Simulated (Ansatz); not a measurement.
# Ruthenium, diamond under PBEsol: from relaxation to bulk modulus, part 2 of 2

The plan for ruthenium in the diamond structure: relax it, solve it on a dense k-mesh, then scale the cell to 7 volumes from 88 to 112 % of the relaxed one and try a fit of the equation of state. Spin polarisation is left out. The k-meshes are 10×10×10 for the relaxation; 17×17×17 for the dense run; 11×11×11 for the volumes.

Ansatz 0.2.0; DFT, PBEsol, plane waves (420 eV) with PAW, scalar-relativistic. The steps go on from the part before.

## Step 3: Dense single point

This is Ru in the diamond structure; at room conditions it is hcp.

input.yaml

```yaml
crystal:
  lattice:
    - [0.0, 2.6957717556, 2.6957717556]
    - [2.6957717556, 0.0, 2.6957717556]
    - [2.6957717556, 2.6957717556, 0.0]
  atoms:
    - { symbol: Ru, position: [0.125, 0.125, 0.125] }
    - { symbol: Ru, position: [0.875, 0.875, 0.875] }
hamiltonian:
  xc: pbesol
  pseudopotentials:
    kind: paw
    azcp:
      Ru: "pseudopotentials/Ru.paw.azcp"
basis:
  ecutwfc: 420
  fft_grid_basis: typed
kpoints:
  mp_grid: { grid: [17, 17, 17], shift: [0, 0, 0] }
magnetization:
  spin_polarized: false
scf:
  occupations: { method: fermi_dirac, width: 0.1 }
output:
  write_density: true
  write_potential: true
  elf: true
  volumetric_format: npy
```

The program printed, shortened:

```text
Warning: <dir> the record states the generating functional pbe (its physics header spells it `PBE`), which answers neither for hamiltonian.xc's functional nor for the pbesol family's — results may be inconsistent (PPs are generated against a specific XC)
Warning: RAYON_NUM_THREADS=2 ignored (pool sized by the plan → 2); use --threads N
[...]
Pseudopotentials: kind: paw
Pseudopotential: Ru, paw, valence charge 16, recommended cutoff 420 eV (normal), <dir>
Functional definition: PBEsol
[...]
Crystal: 2 atoms, lattice volume = 39.181 Å³
Basis set: ecut = 420 eV, 749 PW (Γ)
Bands: 20, of which v1, the nominal top of the filled ones, is band 16 counted from 1 (15 counted from 0)
Symmetry: 48 space group operations
Space group: Fd-3m (ITA 227), of the structure as read, at distance tolerance 3.4e-5 Å
k-points: 165 of 4913
[...]
SCF iter   1: F=—  HF=-11630.294338 eV  |F-HF|=—  |Δ(HF+E_count)|=         —  Δρ=4.67e-3  dr2=2.19e-3  ethr=1.77e-3  ⟨swp⟩=5.2  Hψ=14293  notcnv=0
[...]
SCF iter   6: F=-11630.295926 eV  HF=-11630.295926 eV  |F-HF|=7.68e-10  |Δ(HF+E_count)|=   2.03e-8  Δρ=5.72e-6  dr2=1.02e-8  ethr=3.13e-10  ⟨swp⟩=2.1  Hψ=6706  notcnv=0
[...]
SCF converged after 6 iterations
Free energy (F): -11630.295926 eV
[...]
E sigma→0 (E₀):  -11630.266202 eV
Entropy (-TS):   -0.059448 eV (-29.724 meV/atom)
Fermi energy:    14.703845 eV
[...]
--- Band table (eV; the first three rows and the last of 165) ---
  k-point 0: bands = ["-58.1997", "-57.6289", "-28.4640", "-28.4640", "-28.4640", "-27.4984", "-27.4984", "-27.4984", "8.9895", "10.7351", "10.7351", "11.3849", "11.3849", "11.3849", "14.2142", "14.2142", "14.2142", "16.6712", "16.6712", "27.2845"]
[...]
```

Run time: 3.5 s. Hardware: 2 threads of an Arm CPU, shared host; peak memory 0.36 GiB.

The maps below are laid out on this run's own conventional cell (a, b, c = 5.392, 5.392, 5.392 Å).

Density in a lattice plane of the grid's cell (edges 5.39 and 5.39 Å, at 0.125 of the third edge), which holds Ru.

Ten even steps from ' ' (0.05 e/Å³) to '@' (9.80 e/Å³):
```
                                                
                                                
                                                
                                                
                          ..::--::..            
                        ..==**##**==..          
                      ..--**@@@@@@**--..        
                      ..--**@@@@@@**--..        
                        ..==**##**==..          
                          ..::--::..            
                                                
                                                
                                                
                                                
  ..::--::..                                    
..==**##**==..                                  
--**@@@@@@**--..                              ..
--**@@@@@@**--..                              ..
..==**##**==..                                  
  ..::--::..                                    
```
Columns run along the first of these edges and rows up along the second, over one cell in 24 and 20 even steps from the bottom left corner. Atoms in the plane (fractional): Ru at (0.12, 0.12), Ru at (0.62, 0.62).

ELF in the same plane.

Ten even steps from ' ' (0.08) to '@' (0.65):
```
----======----------::::::::::::::::::::::------
------::------------::------------------::------
----------------::------------::------------::--
::::::::::::::::::----------======------==--::::
................::------==**%%@@%%**==------::..
..          ....--------##@@@@@@@@@@##--------..
..          ..::----::==%%@@##==##@@%%==::----::
..          ..::------==%%@@##==##@@%%==::----::
..          ....--------##@@@@@@@@@@##--------..
................::------==**%%@@%%**==------::..
::::::::::::::::::----------======----------::::
----------------::------------::------------::--
------::------------::------------------::------
----======------==--::::::::::::::::::::::------
==**%%@@%%**==------::..................::------
##@@@@@@@@@@##--------....          ....--------
%%@@##==##@@%%==::----::..          ..::----::==
%%@@##==##@@%%==::----::..          ..::------==
##@@@@@@@@@@##--------....          ....--------
==**%%@@%%**==------::..................::------
```
Columns run along the first of these edges and rows up along the second, over one cell in 24 and 20 even steps from the bottom left corner. Atoms in the plane (fractional): Ru at (0.12, 0.12), Ru at (0.62, 0.62).

Both are smooth fields of the valence electrons: close to the nuclei they are not physical.

## Step 4: At 88 % of the relaxed volume

input.yaml

```yaml
crystal:
  lattice:
    - [0.0, 2.583314864, 2.583314864]
    - [2.583314864, 0.0, 2.583314864]
    - [2.583314864, 2.583314864, 0.0]
  atoms:
    - { symbol: Ru, position: [0.125, 0.125, 0.125] }
    - { symbol: Ru, position: [0.875, 0.875, 0.875] }
hamiltonian:
  xc: pbesol
  pseudopotentials:
    kind: paw
    azcp:
      Ru: "pseudopotentials/Ru.paw.azcp"
basis:
  ecutwfc: 420
  fft_grid_basis: typed
kpoints:
  mp_grid: { grid: [11, 11, 11], shift: [0, 0, 0] }
magnetization:
  spin_polarized: false
scf:
  occupations: { method: fermi_dirac, width: 0.1 }
  lower_state_search: "off"
output:
  stress: true
  write_density: true
  write_potential: true
  elf: true
  volumetric_format: npy
```

The program printed, shortened:

```text
Warning: <dir> the record states the generating functional pbe (its physics header spells it `PBE`), which answers neither for hamiltonian.xc's functional nor for the pbesol family's — results may be inconsistent (PPs are generated against a specific XC)
Warning: RAYON_NUM_THREADS=2 ignored (pool sized by the plan → 2); use --threads N
[...]
[... 3 set-up lines as earlier in the session ...]
[...]
Crystal: 2 atoms, lattice volume = 34.480 Å³
Basis set: ecut = 420 eV, 645 PW (Γ)
Bands: 20, of which v1, the nominal top of the filled ones, is band 16 counted from 1 (15 counted from 0)
[... 2 set-up lines as earlier in the session ...]
k-points: 56 of 1331
[...]
SCF iter   1: F=—  HF=-11629.888917 eV  |F-HF|=—  |Δ(HF+E_count)|=         —  Δρ=3.94e-3  dr2=2.21e-3  ethr=1.77e-3  ⟨swp⟩=5.1  Hψ=5060  notcnv=0
[...]
SCF iter   6: F=-11629.887113 eV  HF=-11629.887113 eV  |F-HF|=1.61e-9  |Δ(HF+E_count)|=   4.53e-9  Δρ=6.09e-6  dr2=5.71e-9  ethr=3.13e-10  ⟨swp⟩=7.8  Hψ=6674  notcnv=0
[...]
SCF converged after 6 iterations
Free energy (F): -11629.887113 eV
[...]
E sigma→0 (E₀):  -11629.861261 eV
Entropy (-TS):   -0.051704 eV (-25.852 meV/atom)
Fermi energy:    17.487186 eV
[...]
--- Stress (GPa, compression-positive) ---
       31.322940       0.000000       0.000000
        0.000000      31.322940      -0.000000
       -0.000000       0.000000      31.322940
  P = ⅓ Tr σ = 31.3229 GPa (313.229 kbar)
--- Band table (eV; the first three rows and the last of 56) ---
  k-point 0: bands = ["-55.7470", "-54.8554", "-26.1037", "-26.1037", "-26.1037", "-24.7521", "-24.7521", "-24.7521", "11.1423", "12.7412", "12.7412", "13.7010", "13.7010", "13.7010", "16.9438", "16.9438", "16.9438", "19.9048", "19.9048", "30.4216"]
[...]
```

It took 1.4 s on 2 threads of an Arm CPU, shared host; peak memory 0.3 GiB.

## Step 5: At 92 % of the relaxed volume

input.yaml: that of step 4 with these lines changed.

```diff
@@ -2,5 +2,5 @@
   lattice:
-    - [0.0, 2.583314864, 2.583314864]
-    - [2.583314864, 0.0, 2.583314864]
-    - [2.583314864, 2.583314864, 0.0]
+    - [0.0, 2.6218774875, 2.6218774875]
+    - [2.6218774875, 0.0, 2.6218774875]
+    - [2.6218774875, 2.6218774875, 0.0]
   atoms:
@@ -26,5 +26 @@
   stress: true
-  write_density: true
-  write_potential: true
-  elf: true
-  volumetric_format: npy
```

The program printed, shortened:

```text
Warning: <dir> the record states the generating functional pbe (its physics header spells it `PBE`), which answers neither for hamiltonian.xc's functional nor for the pbesol family's — results may be inconsistent (PPs are generated against a specific XC)
Warning: RAYON_NUM_THREADS=2 ignored (pool sized by the plan → 2); use --threads N
[...]
[... 3 set-up lines as earlier in the session ...]
[...]
Crystal: 2 atoms, lattice volume = 36.047 Å³
Basis set: ecut = 420 eV, 725 PW (Γ)
Bands: 20, of which v1, the nominal top of the filled ones, is band 16 counted from 1 (15 counted from 0)
[... 2 set-up lines as earlier in the session ...]
k-points: 56 of 1331
[...]
SCF iter   1: F=—  HF=-11630.128682 eV  |F-HF|=—  |Δ(HF+E_count)|=         —  Δρ=4.10e-3  dr2=1.91e-3  ethr=1.77e-3  ⟨swp⟩=5.1  Hψ=5023  notcnv=0
[...]
SCF iter   6: F=-11630.128229 eV  HF=-11630.128229 eV  |F-HF|=8.91e-10  |Δ(HF+E_count)|=   3.88e-8  Δρ=4.49e-6  dr2=4.95e-9  ethr=3.13e-10  ⟨swp⟩=4.0  Hψ=3648  notcnv=0
[...]
SCF converged after 6 iterations
Free energy (F): -11630.128229 eV
[...]
E sigma→0 (E₀):  -11630.101022 eV
Entropy (-TS):   -0.054414 eV (-27.207 meV/atom)
Fermi energy:    16.479682 eV
[...]
--- Stress (GPa, compression-positive) ---
       18.465240      -0.000000       0.000000
        0.000000      18.465240       0.000000
        0.000000       0.000000      18.465240
  P = ⅓ Tr σ = 18.4652 GPa (184.652 kbar)
```

Wall time 1.2 s (2 threads of an Arm CPU, shared host); peak memory 0.3 GiB.

## Step 6: At 96 % of the relaxed volume

input.yaml: that of step 5 with these lines changed.

```diff
@@ -2,5 +2,5 @@
   lattice:
-    - [0.0, 2.6218774875, 2.6218774875]
-    - [2.6218774875, 0.0, 2.6218774875]
-    - [2.6218774875, 2.6218774875, 0.0]
+    - [0.0, 2.6593379413, 2.6593379413]
+    - [2.6593379413, 0.0, 2.6593379413]
+    - [2.6593379413, 2.6593379413, 0.0]
   atoms:
```

The program printed, shortened:

```text
Warning: <dir> the record states the generating functional pbe (its physics header spells it `PBE`), which answers neither for hamiltonian.xc's functional nor for the pbesol family's — results may be inconsistent (PPs are generated against a specific XC)
Warning: RAYON_NUM_THREADS=2 ignored (pool sized by the plan → 2); use --threads N
[...]
[... 3 set-up lines as earlier in the session ...]
[...]
Crystal: 2 atoms, lattice volume = 37.614 Å³
Basis set: ecut = 420 eV, 725 PW (Γ)
Bands: 20, of which v1, the nominal top of the filled ones, is band 16 counted from 1 (15 counted from 0)
[... 2 set-up lines as earlier in the session ...]
k-points: 56 of 1331
[...]
SCF iter   1: F=—  HF=-11630.255608 eV  |F-HF|=—  |Δ(HF+E_count)|=         —  Δρ=4.49e-3  dr2=2.08e-3  ethr=1.77e-3  ⟨swp⟩=5.2  Hψ=4859  notcnv=0
[...]
SCF iter   6: F=-11630.256823 eV  HF=-11630.256823 eV  |F-HF|=1.07e-9  |Δ(HF+E_count)|=   3.26e-8  Δρ=4.83e-6  dr2=5.44e-9  ethr=3.13e-10  ⟨swp⟩=4.0  Hψ=3694  notcnv=0
[...]
SCF converged after 6 iterations
Free energy (F): -11630.256823 eV
[...]
E sigma→0 (E₀):  -11630.228254 eV
Entropy (-TS):   -0.057138 eV (-28.569 meV/atom)
Fermi energy:    15.555948 eV
[...]
--- Stress (GPa, compression-positive) ---
        8.213210       0.000000       0.000000
       -0.000000       8.213210      -0.000000
       -0.000000       0.000000       8.213210
  P = ⅓ Tr σ = 8.2132 GPa (82.132 kbar)
```

Run time: 1.2 s. Hardware: 2 threads of an Arm CPU, shared host; peak memory 0.3 GiB.

## Step 7: At 100 % of the relaxed volume

input.yaml: that of step 6 with these lines changed.

```diff
@@ -2,5 +2,5 @@
   lattice:
-    - [0.0, 2.6593379413, 2.6593379413]
-    - [2.6593379413, 0.0, 2.6593379413]
-    - [2.6593379413, 2.6593379413, 0.0]
+    - [0.0, 2.6957717556, 2.6957717556]
+    - [2.6957717556, 0.0, 2.6957717556]
+    - [2.6957717556, 2.6957717556, 0.0]
   atoms:
```

The program printed, shortened:

```text
Warning: <dir> the record states the generating functional pbe (its physics header spells it `PBE`), which answers neither for hamiltonian.xc's functional nor for the pbesol family's — results may be inconsistent (PPs are generated against a specific XC)
Warning: RAYON_NUM_THREADS=2 ignored (pool sized by the plan → 2); use --threads N
[...]
[... 3 set-up lines as earlier in the session ...]
[...]
Crystal: 2 atoms, lattice volume = 39.181 Å³
Basis set: ecut = 420 eV, 749 PW (Γ)
Bands: 20, of which v1, the nominal top of the filled ones, is band 16 counted from 1 (15 counted from 0)
[... 2 set-up lines as earlier in the session ...]
k-points: 56 of 1331
[...]
SCF iter   1: F=—  HF=-11630.294117 eV  |F-HF|=—  |Δ(HF+E_count)|=         —  Δρ=4.68e-3  dr2=2.19e-3  ethr=1.77e-3  ⟨swp⟩=5.2  Hψ=4863  notcnv=0
[...]
SCF iter   6: F=-11630.295666 eV  HF=-11630.295666 eV  |F-HF|=9.13e-10  |Δ(HF+E_count)|=   1.85e-8  Δρ=6.00e-6  dr2=1.15e-8  ethr=3.13e-10  ⟨swp⟩=4.0  Hψ=3869  notcnv=0
[...]
SCF converged after 6 iterations
Free energy (F): -11630.295666 eV
[...]
E sigma→0 (E₀):  -11630.265725 eV
Entropy (-TS):   -0.059881 eV (-29.941 meV/atom)
Fermi energy:    14.706349 eV
[...]
--- Stress (GPa, compression-positive) ---
        0.036748       0.000000       0.000000
        0.000000       0.036748      -0.000000
        0.000000      -0.000000       0.036748
  P = ⅓ Tr σ = 0.0367 GPa (0.367 kbar)
```

It took 1.2 s on 2 threads of an Arm CPU, shared host; peak memory 0.31 GiB.

## Step 8: At 104 % of the relaxed volume

input.yaml: that of step 7 with these lines changed.

```diff
@@ -2,5 +2,5 @@
   lattice:
-    - [0.0, 2.6957717556, 2.6957717556]
-    - [2.6957717556, 0.0, 2.6957717556]
-    - [2.6957717556, 2.6957717556, 0.0]
+    - [0.0, 2.7312465047, 2.7312465047]
+    - [2.7312465047, 0.0, 2.7312465047]
+    - [2.7312465047, 2.7312465047, 0.0]
   atoms:
```

The program printed, shortened:

```text
Warning: <dir> the record states the generating functional pbe (its physics header spells it `PBE`), which answers neither for hamiltonian.xc's functional nor for the pbesol family's — results may be inconsistent (PPs are generated against a specific XC)
Warning: RAYON_NUM_THREADS=2 ignored (pool sized by the plan → 2); use --threads N
[...]
[... 3 set-up lines as earlier in the session ...]
[...]
Crystal: 2 atoms, lattice volume = 40.749 Å³
Basis set: ecut = 420 eV, 821 PW (Γ)
Bands: 20, of which v1, the nominal top of the filled ones, is band 16 counted from 1 (15 counted from 0)
[... 2 set-up lines as earlier in the session ...]
k-points: 56 of 1331
[...]
SCF iter   1: F=—  HF=-11630.260917 eV  |F-HF|=—  |Δ(HF+E_count)|=         —  Δρ=4.66e-3  dr2=2.15e-3  ethr=1.77e-3  ⟨swp⟩=5.1  Hψ=4848  notcnv=0
[...]
SCF iter   6: F=-11630.262941 eV  HF=-11630.262941 eV  |F-HF|=5.82e-10  |Δ(HF+E_count)|=   2.34e-8  Δρ=6.29e-6  dr2=1.27e-8  ethr=3.13e-10  ⟨swp⟩=4.0  Hψ=3722  notcnv=0
[...]
SCF converged after 6 iterations
Free energy (F): -11630.262941 eV
[...]
E sigma→0 (E₀):  -11630.231616 eV
Entropy (-TS):   -0.062649 eV (-31.325 meV/atom)
Fermi energy:    13.922606 eV
[...]
--- Stress (GPa, compression-positive) ---
       -6.476495      -0.000000      -0.000000
        0.000000      -6.476495      -0.000000
        0.000000      -0.000000      -6.476495
  P = ⅓ Tr σ = -6.4765 GPa (-64.765 kbar)
```

Wall time 1.2 s (2 threads of an Arm CPU, shared host); peak memory 0.31 GiB.

## Step 9: At 108 % of the relaxed volume

input.yaml: that of step 8 with these lines changed.

```diff
@@ -2,5 +2,5 @@
   lattice:
-    - [0.0, 2.7312465047, 2.7312465047]
-    - [2.7312465047, 0.0, 2.7312465047]
-    - [2.7312465047, 2.7312465047, 0.0]
+    - [0.0, 2.7658229159, 2.7658229159]
+    - [2.7658229159, 0.0, 2.7658229159]
+    - [2.7658229159, 2.7658229159, 0.0]
   atoms:
```

The program printed, shortened:

```text
Warning: <dir> the record states the generating functional pbe (its physics header spells it `PBE`), which answers neither for hamiltonian.xc's functional nor for the pbesol family's — results may be inconsistent (PPs are generated against a specific XC)
Warning: RAYON_NUM_THREADS=2 ignored (pool sized by the plan → 2); use --threads N
[...]
[... 3 set-up lines as earlier in the session ...]
[...]
Crystal: 2 atoms, lattice volume = 42.316 Å³
Basis set: ecut = 420 eV, 869 PW (Γ)
Bands: 20, of which v1, the nominal top of the filled ones, is band 16 counted from 1 (15 counted from 0)
[... 1 set-up line as earlier in the session ...]
Space group: Fd-3m (ITA 227), of the structure as read, at distance tolerance 3.5e-5 Å
k-points: 56 of 1331
[...]
SCF iter   1: F=—  HF=-11630.170396 eV  |F-HF|=—  |Δ(HF+E_count)|=         —  Δρ=4.52e-3  dr2=2.06e-3  ethr=1.77e-3  ⟨swp⟩=5.2  Hψ=4691  notcnv=0
[...]
SCF iter   6: F=-11630.173289 eV  HF=-11630.173289 eV  |F-HF|=1.48e-8  |Δ(HF+E_count)|=   8.16e-8  Δρ=9.58e-6  dr2=5.48e-8  ethr=3.13e-10  ⟨swp⟩=4.0  Hψ=4084  notcnv=0
[...]
SCF converged after 6 iterations
Free energy (F): -11630.173289 eV
[...]
E sigma→0 (E₀):  -11630.140566 eV
Entropy (-TS):   -0.065446 eV (-32.723 meV/atom)
Fermi energy:    13.197792 eV
[...]
--- Stress (GPa, compression-positive) ---
      -11.653160       0.000000      -0.000000
        0.000000     -11.653160      -0.000000
       -0.000000       0.000000     -11.653160
  P = ⅓ Tr σ = -11.6532 GPa (-116.532 kbar)
```

Wall time 1.2 s (2 threads of an Arm CPU, shared host); peak memory 0.31 GiB.

## Step 10: At 112 % of the relaxed volume

input.yaml: that of step 9 with these lines changed.

```diff
@@ -2,5 +2,5 @@
   lattice:
-    - [0.0, 2.7658229159, 2.7658229159]
-    - [2.7658229159, 0.0, 2.7658229159]
-    - [2.7658229159, 2.7658229159, 0.0]
+    - [0.0, 2.7995557882, 2.7995557882]
+    - [2.7995557882, 0.0, 2.7995557882]
+    - [2.7995557882, 2.7995557882, 0.0]
   atoms:
@@ -26 +26,5 @@
   stress: true
+  write_density: true
+  write_potential: true
+  elf: true
+  volumetric_format: npy
```

The program printed, shortened:

```text
Warning: <dir> the record states the generating functional pbe (its physics header spells it `PBE`), which answers neither for hamiltonian.xc's functional nor for the pbesol family's — results may be inconsistent (PPs are generated against a specific XC)
Warning: RAYON_NUM_THREADS=2 ignored (pool sized by the plan → 2); use --threads N
[...]
[... 3 set-up lines as earlier in the session ...]
[...]
Crystal: 2 atoms, lattice volume = 43.883 Å³
Basis set: ecut = 420 eV, 869 PW (Γ)
Bands: 20, of which v1, the nominal top of the filled ones, is band 16 counted from 1 (15 counted from 0)
[... 2 set-up lines as earlier in the session ...]
k-points: 56 of 1331
[...]
SCF iter   1: F=—  HF=-11630.035314 eV  |F-HF|=—  |Δ(HF+E_count)|=         —  Δρ=4.37e-3  dr2=2.08e-3  ethr=1.77e-3  ⟨swp⟩=5.2  Hψ=4604  notcnv=0
[...]
SCF iter   6: F=-11630.038464 eV  HF=-11630.038464 eV  |F-HF|=9.85e-9  |Δ(HF+E_count)|=   1.45e-7  Δρ=9.92e-6  dr2=5.77e-8  ethr=3.13e-10  ⟨swp⟩=8.3  Hψ=7336  notcnv=0
[...]
SCF converged after 6 iterations
Free energy (F): -11630.038464 eV
[...]
E sigma→0 (E₀):  -11630.004326 eV
Entropy (-TS):   -0.068276 eV (-34.138 meV/atom)
Fermi energy:    12.525617 eV
[...]
--- Stress (GPa, compression-positive) ---
      -15.749047      -0.000000       0.000000
       -0.000000     -15.749047       0.000000
        0.000000       0.000000     -15.749047
  P = ⅓ Tr σ = -15.7490 GPa (-157.490 kbar)
--- Band table (eV; the first three rows and the last of 56) ---
  k-point 0: bands = ["-60.1635", "-59.7858", "-30.3567", "-30.3567", "-30.3567", "-29.6507", "-29.6507", "-29.6507", "7.3289", "9.1380", "9.1380", "9.5814", "9.5814", "9.5814", "12.0834", "12.0834", "12.0834", "14.1466", "14.1466", "24.7117"]
[...]
```

Wall time 1.8 s (2 threads of an Arm CPU, shared host); peak memory 0.32 GiB.

## Step 11: Energy and pressure against volume

All volumes keep the relaxed shape and fractional coordinates.

```
V (Å³/atom)  E − E₀ (meV/atom)  P from the stress (GPa)  P from the fit (GPa)
     17.240              202.2                    31.32                 31.24
     18.023               82.3                    18.47                 18.31
     18.807               18.7                     8.21                  8.06
     19.591                0.0                     0.04                 -0.10
     20.374               17.0                    -6.48                 -6.61
     21.158               62.5                   -11.65                -11.80
     21.942              130.7                   -15.75                -15.93
```

A third-order Birch-Murnaghan fit gives V₀ = 19.580 Å³/atom, B₀ = 182 GPa and B₀′ = 4.7; it misses no point by more than 0.05 meV/atom.

Fit and stress differ a little: one follows E(σ → 0), the other the smeared free energy.

## Step 12: Outcome

What follows sums up all 2 parts.

```
                      quantity                         value
space group (spins left aside)               Fd-3m (No. 227)
             conventional cell                   a = 5.392 Å
                        volume                19.591 Å³/atom
             shortest distance                       2.335 Å
               gap on the mesh  none (levels filled in part)
               relative to hcp                +1373 meV/atom
                   V₀, B₀, B₀′  19.580 Å³/atom, 182 GPa, 4.7
```

In words: From the guessed start the volume grew by 7.1 % in 5 steps. Against the reference form of ruthenium (hcp, computed apart with the same settings) it stands 1373 meV/atom higher, so it is far from stable. No gap shows: it is a metal or semimetal at this level. B₀ comes out at 182 GPa. Relaxation kept the symmetry; phonons were not checked.
